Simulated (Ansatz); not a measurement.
VN, DFT, PBE, all-electron LAPW, scalar-relativistic (Ansatz 0.2.0), run on 1 thread of Arm Neoverse V1 on a shared host.

The cell is COD entry 9008765, as deposited and not checked against the literature; nothing was relaxed. The listed cell was then made from it by scaling, straining or moving an atom.

Command: `ansatz run input.yaml --threads 1 --pin off --max-ram 3072MiB --backend cpu --events-out ev --progress --plain --runs-dir out`

```yaml
crystal:
  lattice:
    - [0.0, 2.0218657284, 2.0218657284]
    - [2.0218657284, 0.0, 2.0218657284]
    - [2.0218657284, 2.0218657284, 0.0]
  atoms:
    - { symbol: V, position: [0.0, 0.0, 0.0], spin: 1.5 }
    - { symbol: "N", position: [0.5, 0.5, 0.5] }
magnetization:
  spin_polarized: true
kpoints:
  mp_grid: { grid: [14, 14, 14] }
  band_path:
    path:
      - [0.0, 0.0, 0.0]
      - [0.5, 0.0, 0.5]
      - [0.625, 0.25, 0.625]
      - [0.375, 0.375, 0.75]
      - [0.0, 0.0, 0.0]
      - [0.5, 0.5, 0.5]
      - [0.5, 0.25, 0.75]
      - [0.5, 0.0, 0.5]
    npoints: 5
scf:
  occupations: { method: fermi_dirac, width: 0.08 }
hamiltonian:
  xc: pbe
  pseudopotentials: { kind: all_electron, lapw: { basis_error: 0.001 } }
output:
  forces: true
  stress: true
  eigenvalues: true
```

(1) How large is the problem that the program sets up?

(2) Estimate the wall time and the peak memory.

## Answers

(1) 104 irreducible k-points, 283 plane waves at Γ, 18 bands.

(2) 42 s of wall time for 12 SCF iterations, with a peak of 0.53 GiB. Times on shared machines scatter by tens of per cent.
